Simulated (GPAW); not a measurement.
Write an ASE script for GPAW 26.7.0 that does the following.

```
Task                : equation of state
Functional          : PBE
Potentials or basis : GPAW PAW data sets (gpaw-data 1.2.1)
Cutoff              : 800 eV
Basis               : pw
k mesh              : 5 × 5 × 5
Occupations         : fermi-dirac, width 0.05 eV
Spin                : no spin polarisation
Maxiter             : 150
Eos scales          : [0.94, 0.96, 0.98, 1.0, 1.02, 1.04, 1.06]
```

The system is SnO2.

```
CELL_PARAMETERS angstrom
5.17526 0.00000 0.00000
0.00000 5.17526 0.00000
0.00000 0.00000 5.17526
ATOMIC_POSITIONS crystal
Sn 0.00000 0.00000 0.00000
Sn 0.50000 0.00000 0.50000
Sn 0.50000 0.50000 0.00000
Sn 0.00000 0.50000 0.50000
O 0.66110 0.83890 0.16110
O 0.83890 0.16110 0.66110
O 0.16110 0.66110 0.83890
O 0.33890 0.33890 0.33890
O 0.66110 0.66110 0.66110
O 0.83890 0.33890 0.16110
O 0.16110 0.83890 0.33890
O 0.33890 0.16110 0.83890
```

Measurements of this composition are mostly on another form, of space group No. 136.

The input as run:

run.py

```python
from ase import Atoms
from ase.eos import EquationOfState
from ase.io import Trajectory
from ase.units import GPa
from gpaw import GPAW, PW

atoms = Atoms(['Sn', 'Sn', 'Sn', 'Sn', 'O', 'O', 'O', 'O', 'O', 'O', 'O', 'O'],
              cell=[[5.175256, 0.0, 0.0],
                    [0.0, 5.175256, 0.0],
                    [0.0, 0.0, 5.175256]],
              scaled_positions=[[0.0, 0.0, 0.0],
                                [0.5, 0.0, 0.5],
                                [0.5, 0.5, 0.0],
                                [0.0, 0.5, 0.5],
                                [0.661098, 0.838902, 0.161098],
                                [0.838902, 0.161098, 0.661098],
                                [0.161098, 0.661098, 0.838902],
                                [0.338902, 0.338902, 0.338902],
                                [0.661098, 0.661098, 0.661098],
                                [0.838902, 0.338902, 0.161098],
                                [0.161098, 0.838902, 0.338902],
                                [0.338902, 0.161098, 0.838902]],
              pbc=True)

traj = Trajectory('eos.traj', 'w')
volumes, energies = [], []
for x in [0.94, 0.96, 0.98, 1.0, 1.02, 1.04, 1.06]:
    a = atoms.copy()
    a.set_cell(atoms.cell * x**(1 / 3), scale_atoms=True)
    calc = GPAW(mode=PW(800),
                xc='PBE',
                kpts={'size': (5, 5, 5), 'gamma': True},
                occupations={'name': 'fermi-dirac', 'width': 0.05},
                nbands=81,
                convergence={'density': 1e-05, 'energy': 1e-05},
                maxiter=150,
                txt=f'eos-{x:.2f}.txt')
    a.calc = calc
    energies.append(a.get_potential_energy(force_consistent=True))
    volumes.append(a.get_volume())
    p = -a.get_stress()[:3].mean() / GPa
    calc.write(f'eos-{x:.2f}.gpw')
    traj.write(a)
    print(f'{x:.2f} {volumes[-1]:10.4f} A^3 {energies[-1]:14.6f} eV {p:9.3f} GPa', flush=True)

v0, e0, B = EquationOfState(volumes, energies, eos='birchmurnaghan').fit()
print(f'V0 = {v0:.4f} A^3, E0 = {e0:.6f} eV, B0 = {B / GPa:.2f} GPa')
```

Potentials or basis: GPAW PAW data sets (gpaw-data 1.2.1), pw.

The run is started by

```bash
$ OMP_NUM_THREADS=1 python run.py
```

It gave:

```
Equilibrium volume                        : 11.44 Å³/atom
Bulk modulus at fixed shape and positions : 196 GPa
Pressure derivative of the bulk modulus   : 5.2
```

Caveat: the cell was scaled at fixed shape and fractional positions, which overstates the stiffness of a crystal with free parameters, most of all of layers and chains.

It took 14 min on 1 thread of AMD EPYC 9R45 96-Core Processor (Zen 5), on a shared host, peak memory 0.81 GiB.
